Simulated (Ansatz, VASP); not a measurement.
**In8Sb3As5 (random alloy of the zinc-blende InAs-InSb line, x = 0.375): VASP beside Ansatz**

One calculation is typed for both programs; each brings its own data sets. How far apart do they land? Of the first pair: The structure shown is the start of the Ansatz relaxation below; VASP solves that cell, so the two are compared at the walk's first step.

Method: plane waves, with VASP 6.6.1 beside it; PBE, in Ansatz 0.2.0.

### 1. Starting point

The cell holds 64 atoms: 32 In, 20 As and 12 Sb. Its edges and angles: a = 12.710 Å, b = 12.710 Å, c = 12.710 Å, α = 90.0°, β = 90.0°, γ = 90.0°. It derives from InAs (zinc-blende InAs-InSb), repeated 2×2×2. Zinc-blende InAs-InSb: 64 atoms, 12 of 32 As sites given to Sb at random, cell and internal coordinates interpolated linearly between the end members (Vegard's rule); (so at first; earlier steps may have moved the atoms), displaced by a Gaussian of 0.02 A. Lattice constants are starting values near those of PBE.

### 2. Ansatz: relaxation, PBE

Ansatz runs on its default PAW (the set named soft_2) files.

The two programs are compared at the cell with which this relaxation starts, whose forces are those of its first step.

File input.yaml:

```yaml
crystal:
  lattice:
    - [12.71, 0.0, 0.0]
    - [0.0, 12.71, 0.0]
    - [0.0, 0.0, 12.71]
  atoms:
    - { symbol: In, position: [0.00256, 0.99904, 0.99917] }
    - { symbol: As, position: [0.12331, 0.12636, 0.12138] }
    - { symbol: In, position: [0.00275, 0.2488, 0.2505] }
    - { symbol: Sb, position: [0.12461, 0.3773, 0.37176] }
    - { symbol: In, position: [0.24949, 0.9994, 0.25178] }
    - { symbol: Sb, position: [0.37327, 0.12473, 0.37362] }
    - { symbol: In, position: [0.25007, 0.25092, 0.99827] }
    - { symbol: As, position: [0.3768, 0.37642, 0.12579] }
    - { symbol: In, position: [0.00142, 0.99892, 0.49981] }
    - { symbol: As, position: [0.12353, 0.12458, 0.62583] }
    - { symbol: In, position: [0.99891, 0.24938, 0.74892] }
    - { symbol: As, position: [0.12367, 0.37394, 0.87498] }
    - { symbol: In, position: [0.24824, 0.00037, 0.75261] }
    - { symbol: Sb, position: [0.37617, 0.1247, 0.8736] }
    - { symbol: In, position: [0.24882, 0.25266, 0.50008] }
    - { symbol: As, position: [0.374, 0.3753, 0.6283] }
    - { symbol: In, position: [0.00019, 0.50097, 0.00047] }
    - { symbol: Sb, position: [0.12445, 0.6232, 0.12445] }
    - { symbol: In, position: [0.99967, 0.75092, 0.25132] }
    - { symbol: As, position: [0.12647, 0.87545, 0.37639] }
    - { symbol: In, position: [0.24881, 0.50197, 0.25081] }
    - { symbol: Sb, position: [0.37453, 0.62577, 0.37488] }
    - { symbol: In, position: [0.25178, 0.75239, 0.00344] }
    - { symbol: Sb, position: [0.3728, 0.87273, 0.12421] }
    - { symbol: In, position: [0.00025, 0.50138, 0.5005] }
    - { symbol: As, position: [0.12182, 0.62452, 0.6263] }
    - { symbol: In, position: [0.00036, 0.7512, 0.74965] }
    - { symbol: As, position: [0.12468, 0.87529, 0.87565] }
    - { symbol: In, position: [0.25031, 0.50019, 0.74894] }
    - { symbol: Sb, position: [0.37559, 0.62519, 0.87678] }
    - { symbol: In, position: [0.25189, 0.75029, 0.49941] }
    - { symbol: As, position: [0.37399, 0.87567, 0.62512] }
    - { symbol: In, position: [0.49946, 7.0e-05, 0.99902] }
    - { symbol: As, position: [0.6261, 0.1243, 0.12693] }
    - { symbol: In, position: [0.50063, 0.25093, 0.24828] }
    - { symbol: As, position: [0.62527, 0.37617, 0.3735] }
    - { symbol: In, position: [0.74958, 5.0e-05, 0.24784] }
    - { symbol: Sb, position: [0.8755, 0.12633, 0.37365] }
    - { symbol: In, position: [0.75055, 0.24794, 0.99994] }
    - { symbol: As, position: [0.87246, 0.37676, 0.12564] }
    - { symbol: In, position: [0.49996, 0.99878, 0.502] }
    - { symbol: Sb, position: [0.6281, 0.12208, 0.62695] }
    - { symbol: In, position: [0.50256, 0.25053, 0.74811] }
    - { symbol: As, position: [0.62636, 0.37472, 0.87405] }
    - { symbol: In, position: [0.74806, 0.00087, 0.75125] }
    - { symbol: Sb, position: [0.87402, 0.12582, 0.8732] }
    - { symbol: In, position: [0.75126, 0.25007, 0.49971] }
    - { symbol: Sb, position: [0.87484, 0.37637, 0.62618] }
    - { symbol: In, position: [0.50083, 0.50022, 0.00012] }
    - { symbol: As, position: [0.62597, 0.62537, 0.12607] }
    - { symbol: In, position: [0.49951, 0.74617, 0.25163] }
    - { symbol: As, position: [0.62844, 0.87569, 0.37484] }
    - { symbol: In, position: [0.74979, 0.49981, 0.25003] }
    - { symbol: As, position: [0.87323, 0.62419, 0.37343] }
    - { symbol: In, position: [0.75039, 0.74953, 0.00078] }
    - { symbol: As, position: [0.87473, 0.87655, 0.12534] }
    - { symbol: In, position: [0.50345, 0.49702, 0.49898] }
    - { symbol: As, position: [0.62642, 0.62898, 0.62461] }
    - { symbol: In, position: [0.50007, 0.74964, 0.7521] }
    - { symbol: Sb, position: [0.62455, 0.87607, 0.8745] }
    - { symbol: In, position: [0.748, 0.50049, 0.75079] }
    - { symbol: As, position: [0.87703, 0.62483, 0.87403] }
    - { symbol: In, position: [0.75089, 0.75038, 0.50044] }
    - { symbol: As, position: [0.87488, 0.87683, 0.62558] }
kpoints:
  mp_grid: { grid: [1, 1, 1] }
hamiltonian:
  xc: pbe
scf:
  occupations: { method: fermi_dirac, width: 0.025 }
output:
  forces: true
relax:
  f_tol: 0.04
  max_steps: 150
  cell: {}
```

Launch:

```
$ ansatz run input.yaml --threads 4 --pin off --max-ram 8192MiB --backend cpu --events-out ev --progress --plain --runs-dir out
```

Numbers of over 12 decimals in the logs are rounded to 6 here.

Log:

```text
Engine: ansatz 0.2.0, aarch64-unknown-linux-gnu
Pseudopotentials: kind: paw
Pseudopotential: In, paw, valence charge 13, recommended cutoff 420 eV (normal), In.paw.azcp
Pseudopotential: As, paw, valence charge 15, recommended cutoff 420 eV (normal), As.paw.azcp
Pseudopotential: Sb, paw, valence charge 15, recommended cutoff 420 eV (normal), Sb.paw.azcp
Functional definition: PBE
  parameter kappa = 0.804
  parameter beta = 0.066725
  exchange = pbe_x(kappa = kappa, mu = beta*pi^2/3)
  correlation = pbe_c(beta = beta)
Crystal: 64 atoms, lattice volume = 2053.226 Å³
Basis set: ecut = 420 eV, 40243 PW (Γ), exchange–correlation on 180×180×180 points (8 copies of the dense FFT grid, shifted against one another)
Bands: 538, of which v1, the nominal top of the filled ones, is band 448 counted from 1 (447 counted from 0)
Symmetry: 1 space group operations
Space group: P1 (ITA 1), of the structure as read, at distance tolerance 1.3e-4 Å
k-points: 1
Non-local potential: In, projectors of the file, l = 0: 2, l = 1: 2, l = 2: 2, l = 3: 2
Non-local potential: As, projectors of the file, l = 0: 2, l = 1: 2, l = 2: 3, l = 3: 1
Non-local potential: Sb, projectors of the file, l = 0: 2, l = 1: 2, l = 2: 2, l = 3: 2
PAW form: soft (Blöchl's): semilocal exchange-correlation on the pseudo side does not see the compensation charge
PAW one-centre angular grid: In, 590 points (default); XC on 64 Gauss nodes
PAW one-centre angular grid: As, 590 points (default); XC on 64 Gauss nodes
PAW one-centre angular grid: Sb, 590 points (default); XC on 64 Gauss nodes
Initial density: superposition of atomic densities (neutral atoms: chi_scale 0, normalization atom), corrected by the library's trained network
Initial wavefunctions: pseudopotential atomic-orbital guess
Functional: x = pbe(κ = 0.804, μ = 0.219515), c = pbe(β = 0.066725)
SCF iter   1: F=—  HF=-354073.074223 eV  |F-HF|=—  |Δ(HF+E_count)|=         —  Δρ=1.28e-3  dr2=8.15e-2  ethr=1.77e-3  ⟨swp⟩=6.0  Hψ=2095  notcnv=0  defer=9
preconditioner: auto → LDOS  [insulator: Δε(μ)=0.485 eV  Ē_g=13.398 eV  σ=0.025 eV  W_gap=0.52  n_scr=460 (ndim 8)  ℏωp=19.7 eV  f_vac=0.126  D(μ)=50.69/eV (n_scr^D=340)  ε∞_Penn≈3.2  β→1.0]
SCF iter   2: F=—  HF=-354073.050250 eV  |F-HF|=—  |Δ(HF+E_count)|=   2.40e-2  Δρ=6.89e-4  dr2=1.24e-2  ethr=9.10e-6  ⟨swp⟩=2.0  Hψ=978  notcnv=0  defer=79
SCF iter   3: F=—  HF=-354073.050219 eV  |F-HF|=—  |Δ(HF+E_count)|=   3.16e-5  Δρ=3.73e-4  dr2=5.24e-3  ethr=1.38e-6  ⟨swp⟩=2.0  Hψ=808  notcnv=0  defer=79
SCF iter   4: F=—  HF=-354073.049206 eV  |F-HF|=—  |Δ(HF+E_count)|=   1.01e-3  Δρ=1.37e-4  dr2=1.23e-3  ethr=5.85e-7  ⟨swp⟩=2.0  Hψ=735  notcnv=0  defer=79
SCF iter   5: F=—  HF=-354073.048982 eV  |F-HF|=—  |Δ(HF+E_count)|=   2.24e-4  Δρ=6.40e-5  dr2=3.48e-4  ethr=1.38e-7  ⟨swp⟩=2.0  Hψ=581  notcnv=0  defer=79
SCF iter   6: F=—  HF=-354073.048952 eV  |F-HF|=—  |Δ(HF+E_count)|=   3.00e-5  Δρ=3.01e-5  dr2=6.45e-5  ethr=3.89e-8  ⟨swp⟩=2.0  Hψ=835  notcnv=0  defer=79
SCF iter   7: F=—  HF=-354073.049612 eV  |F-HF|=—  |Δ(HF+E_count)|=   6.61e-4  Δρ=1.03e-5  dr2=8.17e-6  ethr=7.20e-9  ⟨swp⟩=2.0  Hψ=881  notcnv=0  defer=79
SCF iter   8: F=—  HF=-354073.049612 eV  |F-HF|=—  |Δ(HF+E_count)|=   7.11e-8  Δρ=4.49e-6  dr2=2.32e-6  ethr=9.11e-10  ⟨swp⟩=2.0  Hψ=884  notcnv=0  defer=79
SCF iter   9: F=—  HF=-354073.049612 eV  |F-HF|=—  |Δ(HF+E_count)|=   7.12e-8  Δρ=2.47e-6  dr2=7.36e-7  ethr=2.58e-10  ⟨swp⟩=2.0  Hψ=908  notcnv=0  defer=79
SCF iter  10: F=—  HF=-354073.049612 eV  |F-HF|=—  |Δ(HF+E_count)|=   1.08e-7  Δρ=1.34e-6  dr2=1.95e-7  ethr=8.22e-11  ⟨swp⟩=2.0  Hψ=908  notcnv=0  defer=79
SCF iter  11: F=-354073.049612 eV  HF=-354073.049612 eV  |F-HF|=2.10e-8  |Δ(HF+E_count)|=   3.27e-8  Δρ=6.39e-7  dr2=3.11e-8  ethr=1.12e-11  ⟨swp⟩=4.0  Hψ=1467  notcnv=0
SCF 1 converged in 11 iterations: F = -354073.049612 eV  dr2 = 3.11e-8
  greatest PAW one-centre occupation: 0.999 electrons in one spin orbital (limit 2), on the As atom at site 39 (counted from 0), in its partial waves of l = 2
relax step   1: F+E_penalty+E_count = -354073.04961204 eV  Δ(F+E_penalty+E_count) = +0.000e0 eV  max|allowed force component| = 1.335e0 eV/Å  Δτ_max = 0.0000 Å  P = +1.137 GPa  Ω = 2053.226 Å³  (11 SCF iters, dr2 threshold 1.00e-7 eV, accepted)
Crystal: 64 atoms, lattice volume = 2115.915 Å³
Basis set: ecut = 420 eV, 41413 PW (Γ), exchange–correlation on 180×180×180 points (8 copies of the dense FFT grid, shifted against one another)
Initial density: handed on by an earlier stage of this run
Initial wavefunctions: those handed on with the density
iter 1 solved again at ethr=8.34e-5 eV; its pass at ethr=3.10e-3 eV (dr2=7.47e-1 eV) is discarded
SCF iter   1: F=—  HF=-354075.425321 eV  |F-HF|=—  |Δ(HF+E_count)|=         —  Δρ=8.10e-3  dr2=7.56e-1  ethr=8.34e-5  ⟨swp⟩=6.0  Hψ=2641  notcnv=0
[...]
atom  12  As    -0.00179668    -0.00407591     0.01382586
  atom  13  In     0.00157678     0.01596226     0.00000777
  atom  14  Sb     0.00894036    -0.02744413    -0.00904430
  atom  15  In    -0.00684665     0.01934533    -0.00491647
  atom  16  As    -0.00086430    -0.01453277     0.00358405
  atom  17  In     0.00236663     0.00670796    -0.01024489
  atom  18  Sb    -0.01158995    -0.01740852     0.00284804
  atom  19  In     0.00590681     0.01099379     0.00033636
  atom  20  As    -0.00064811    -0.01459574     0.00467527
  atom  21  In     0.01150626     0.01636495    -0.01208574
  atom  22  Sb    -0.00564631    -0.01752270     0.02259006
  atom  23  In     0.00043826     0.02180870    -0.01344966
  atom  24  Sb     0.00587923    -0.02992610     0.01804586
  atom  25  In     0.00065847     0.01238318    -0.00944697
  atom  26  As     0.00582479    -0.01849594     0.01557255
  atom  27  In     0.00314919     0.01243078    -0.00067650
  atom  28  As    -0.00882149    -0.01418677     0.00508410
  atom  29  In    -0.00647815     0.01106337    -0.01355464
  atom  30  Sb    -0.00028885    -0.01299320     0.00833118
  atom  31  In    -0.00068712     0.00834943    -0.01201413
  atom  32  As     0.00539728    -0.01050508     0.01039928
  atom  33  In    -0.00932574     0.03075532    -0.00825428
  atom  34  As     0.00735354    -0.02949415     0.01278104
  atom  35  In     0.00975665     0.02286684    -0.00697438
[...]
atom  57  In     0.00876700     0.01388626    -0.00864374
  atom  58  As    -0.00104059    -0.01035676     0.00836750
  atom  59  In     0.00023865     0.01131984    -0.01922582
  atom  60  Sb     0.00694590    -0.01299805     0.01185090
  atom  61  In    -0.00578599     0.00991899    -0.00740650
  atom  62  As     0.00056703    -0.00588404     0.00787327
  atom  63  In     0.00081981     0.00777080    -0.00223731
  atom  64  As    -0.00135763    -0.00633084     0.00290106
  max |Σ_I F_I| component: 1.22e-6 eV/Å
--- Stress (GPa, compression-positive) ---
        0.006252      -0.004409       0.007674
       -0.004409      -0.022051      -0.001208
        0.007674      -0.001208       0.016116
  P = ⅓ Tr σ = 0.0001 GPa (0.001 kbar)
--- Relaxed structure (5 steps of the walk, 5 accepted, 1 SCFs on fresh bases) ---
  F+E_penalty+E_count = -354075.53678367 eV   max|allowed force component| = 3.076e-2 eV/Å   (the final SCF, on the basis selected at the relaxed cell)
  cell:  # Å, volume = 2082.7510 Å³
    - [12.749254, -0.065355, 0.024224]
    - [-0.065355, 12.758438, 0.038545]
    - [0.024224, 0.038545, 12.804777]
  atoms:
    - { symbol: In, position: [0.00437072, 0.992906, 1.005451] }
    - { symbol: As, position: [0.121904, 0.124808, 0.123625] }
    - { symbol: In, position: [-0.001547, 0.251617, 0.236432] }
    - { symbol: Sb, position: [0.123930, 0.375398, 0.376320] }
    - { symbol: In, position: [0.236171, 1.001463, 0.251831] }
    - { symbol: Sb, position: [0.373925, 0.124897, 0.375972] }
    - { symbol: In, position: [0.244294, 0.256002, 1.004874] }
    - { symbol: As, position: [0.378762, 0.372551, 0.123241] }
    - { symbol: In, position: [0.00425878, 0.996378, 0.506341] }
    - { symbol: As, position: [0.126702, 0.120996, 0.628050] }
    - { symbol: In, position: [1.011702, 0.249158, 0.748989] }
    - { symbol: As, position: [0.124074, 0.375100, 0.875859] }
    - { symbol: In, position: [0.247197, -0.00635595, 0.745719] }
    - { symbol: Sb, position: [0.371558, 0.127650, 0.876222] }
    - { symbol: In, position: [0.251921, 0.249820, 0.512067] }
    - { symbol: As, position: [0.374685, 0.377423, 0.628453] }
    - { symbol: In, position: [-0.00673578, 0.494689, -0.00825163] }
    - { symbol: Sb, position: [0.119915, 0.624977, 0.124437] }
    - { symbol: In, position: [0.994171, 0.755428, 0.257333] }
    - { symbol: As, position: [0.120160, 0.875078, 0.379810] }
    - { symbol: In, position: [0.259169, 0.496141, 0.241318] }
    - { symbol: Sb, position: [0.377128, 0.624724, 0.378991] }
    - { symbol: In, position: [0.245290, 0.756844, -0.00951808] }
    - { symbol: Sb, position: [0.374144, 0.876734, 0.127858] }
    - { symbol: In, position: [-5.0016554283428783e-5, 0.515582, 0.497400] }
    - { symbol: As, position: [0.122096, 0.628147, 0.627772] }
    - { symbol: In, position: [-0.00165117, 0.748106, 0.751504] }
    - { symbol: As, position: [0.120164, 0.875210, 0.871944] }
    - { symbol: In, position: [0.242951, 0.496018, 0.743657] }
    - { symbol: Sb, position: [0.374750, 0.622101, 0.873064] }
    - { symbol: In, position: [0.243073, 0.753899, 0.503074] }
    - { symbol: As, position: [0.371138, 0.872325, 0.623106] }
    - { symbol: In, position: [0.508793, 0.00899416, 1.003243] }
    - { symbol: As, position: [0.627532, 0.128851, 0.128683] }
    - { symbol: In, position: [0.505031, 0.254999, 0.246284] }
    - { symbol: As, position: [0.624153, 0.379553, 0.371839] }
    - { symbol: In, position: [0.745649, -0.00622958, 0.243459] }
    - { symbol: Sb, position: [0.874686, 0.121947, 0.373332] }
    - { symbol: In, position: [0.745409, 0.256312, 1.003386] }
    - { symbol: As, position: [0.871558, 0.377434, 0.123789] }
    - { symbol: In, position: [0.499777, 0.986706, 0.496052] }
    - { symbol: Sb, position: [0.622706, 0.124819, 0.624146] }
    - { symbol: In, position: [0.501483, 0.263425, 0.752131] }
    - { symbol: As, position: [0.624886, 0.379616, 0.879767] }
    - { symbol: In, position: [0.760491, -0.00487188, 0.740791] }
    - { symbol: Sb, position: [0.876762, 0.124512, 0.879299] }
    - { symbol: In, position: [0.746544, 0.258509, 0.490530] }
    - { symbol: Sb, position: [0.874646, 0.379747, 0.627988] }
    - { symbol: In, position: [0.506066, 0.498415, 0.00616197] }
    - { symbol: As, position: [0.631141, 0.621612, 0.127655] }
    - { symbol: In, position: [0.513310, 0.748044, 0.248132] }
    - { symbol: As, position: [0.628979, 0.870402, 0.375511] }
    - { symbol: In, position: [0.753543, 0.501155, 0.251215] }
    - { symbol: As, position: [0.871294, 0.628116, 0.375912] }
    - { symbol: In, position: [0.758823, 0.743011, 0.00574349] }
    - { symbol: As, position: [0.875015, 0.872320, 0.127904] }
    - { symbol: In, position: [0.506340, 0.494921, 0.505653] }
    - { symbol: As, position: [0.626776, 0.624587, 0.624210] }
    - { symbol: In, position: [0.499967, 0.749598, 0.736094] }
    - { symbol: Sb, position: [0.628241, 0.871024, 0.875685] }
    - { symbol: In, position: [0.744642, 0.508344, 0.757054] }
    - { symbol: As, position: [0.874635, 0.624715, 0.876094] }
    - { symbol: In, position: [0.751158, 0.748809, 0.499954] }
    - { symbol: As, position: [0.878446, 0.868304, 0.623599] }
```

(Part 1 of 2 ends here.)

[Lines on the potential files, build, host, timing and source positions are cut from VASP's logs without a mark.]

[Logs are printed without paths, hosts, clocks, repeated set-up lines and the standing remarks that a program may print on its own settings, such as how far it seeks lower states.]

[Hosts, paths, dates, database ids (printed as entryN), source tags and the programs' standing remarks are cut or masked in the printed files.]
